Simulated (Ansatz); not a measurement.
All numbers below come from DFT PBE, scalar-relativistic, plane waves, PAW (Ansatz 0.2.0). All cells share a 420 eV cutoff and Γ-centred k meshes spaced at most about 0.3 Å⁻¹ (about 0.25 or finer for metals, 2π included). No spin polarisation.

All energies are static (0 K, no zero-point motion).

Problem. Order these relaxed structures of MgTe₄ by energy, lowest first, with the energy over the lowest of them.
A. Space group I4/m (No. 87), tetragonal, a = 8.654 Å, c = 5.016 Å. Around Mg lie 4 Te at 2.92 Å; Te has 2 Te at 2.90 Å and 1 Mg at 2.92 Å.
B. Space group R-3m (No. 166), trigonal, a = 6.615 Å, c = 13.287 Å. Mg has 6 Te at 2.92 Å; around Te on a site of symmetry 2/m lie 2 Mg at 2.92 Å and 6 Te at 3.31 Å; Te on a site of symmetry -3m is surrounded by 6 Te at 3.31 Å.
C. Space group P-43m (No. 215), cubic, a = 5.463 Å. Mg is surrounded by 4 Te at 2.78 Å; around Te lie 1 Mg at 2.78 Å and 3 Te at 3.19 Å.

Solution. A (0 meV/atom), B (84 meV/atom), C (379 meV/atom). Counting Te atoms around Mg (those within 1.25 times the shortest such distance or 1.15 times the sum of covalent radii, 1.27 where that leaves under three): A has Mg 4; B has Mg 6; C has Mg 4. A holds Te–Te chains (shortest 2.90 Å) (bonds between like non-metal atoms; other contacts aren't counted). All come from invented guesses.

These runs have no spin–orbit coupling, which can matter for Te. Cells relaxed within their symmetry can be saddle points. Some candidate types were left out of the draw beforehand, so a known form may be missing.
